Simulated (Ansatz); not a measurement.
BiTe: computed properties

The calculation used Ansatz, DFT PBE, scalar-relativistic, plane waves, PAW.

Plane waves to 420 eV, a k mesh through Γ of 12×12×12 on the computed 2-atom cell and Gaussian smearing (0.10 eV); no spin polarisation.

The structure is relaxed at this level of theory with its symmetry kept. Whether it is the stable form of this composition wasn't checked.

```
CELL_PARAMETERS angstrom
0.00000 3.25119 3.25119
3.25119 0.00000 3.25119
3.25119 3.25119 0.00000
ATOMIC_POSITIONS crystal
Bi 0.00000 0.00000 0.00000
Te 0.50000 0.50000 0.50000
```

| Property | Result |
| --- | --- |
| Space group | Fm-3m (No. 225) |
| Volume per atom | 34.37 Å³ |
| Formation energy from the elements' standard states (uncorrected) | -0.072 eV/atom |
| Kohn–Sham band gap | none (metal) |
| Density of states at the Fermi level | 1.61 states/eV per cell |
| Löwdin character within 0.5 eV of the Fermi level | Bi 6p 75 %, Te 5p 16 % |
| Bader charges (e) | Bi (1 in the cell) 0.42, Te (1 in the cell) -0.42 |

Spin-orbit coupling is left out, which matters for the bands of heavy elements.